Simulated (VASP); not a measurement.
A run of VASP 6.6.1 is set up as follows.

POSCAR

```
InSb                                    
1.0
   -0.0000000000      3.2603245824      3.2603245824
    3.2603245824     -0.0000000000      3.2603245824
    3.2603245824      3.2603245824     -0.0000000000
  In              Sb            
     1     1
Direct
     0.0000000000000000    0.0000000000000000    0.0000000000000000
     0.2500000000000000    0.2500000000000000    0.2500000000000000
```

The input INCAR.step1:

```
SYSTEM = InSb
  PREC = Accurate
  ENCUT = 520
  EDIFF = 1E-5
  ISMEAR = 0
  SIGMA = 0.03
  LREAL = .FALSE.
  LASPH = .TRUE.
  NELM = 80
  ALGO = Normal
  LWAVE = .TRUE.
  LCHARG = .FALSE.
  KPAR = 4
  GGA = PE
```

Contents of INCAR.step2:

```
SYSTEM = InSb
  PREC = Accurate
  ENCUT = 520
  EDIFF = 1E-6
  ISMEAR = 0
  SIGMA = 0.03
  LREAL = .FALSE.
  LASPH = .TRUE.
  NELM = 80
  ALGO = Normal
  ISIF = 3
  LWAVE = .FALSE.
  LCHARG = .FALSE.
  GGA = PE
  LHFCALC = .TRUE.
  HFSCREEN = 0.2
  PRECFOCK = Fast
  IBRION = 2
  NSW = 25
  EDIFFG = -0.01
  KPAR = 4
  ISTART = 1
```

The input KPOINTS:

```
regular mesh
0
G
  4 4 4
  0 0 0
```

Potentials or basis: VASP PAW PBE potentials, release 64 (In_d, Sb).

Command:

```sh
$ cat potpaw_PBE.64/In_d/POTCAR potpaw_PBE.64/Sb/POTCAR > POTCAR
$ cp INCAR.step1 INCAR
$ mpirun -np 4 vasp_std > vasp.out
$ cp INCAR.step2 INCAR
$ mpirun -np 4 vasp_std > vasp.out
```

**Question.** What does it give for the band gap on the k mesh?

**Answer.** 0.42 eV, direct.

**Question.** Estimate the relaxed cell.

**Answer.** a = 4.618 Å, b = 4.618 Å, c = 4.618 Å, α = 60.00°, β = 60.00°, γ = 60.00°.

**Question.** What does it give for the space group after relaxing (to 0.05 Å)?

**Answer.** F-43m (No. 216).

Final structure:
```
In Sb
1.0
     0.00000    3.26541    3.26541
     3.26541    0.00000    3.26541
     3.26541    3.26541    0.00000
In Sb
1 1
Cartesian
  0.0000 0.0000 0.0000
  1.6327 1.6327 1.6327
```

Caveat: spin-orbit coupling is left out, which moves the levels of the heavy elements. Zero-point motion and thermal expansion aren't in these numbers.
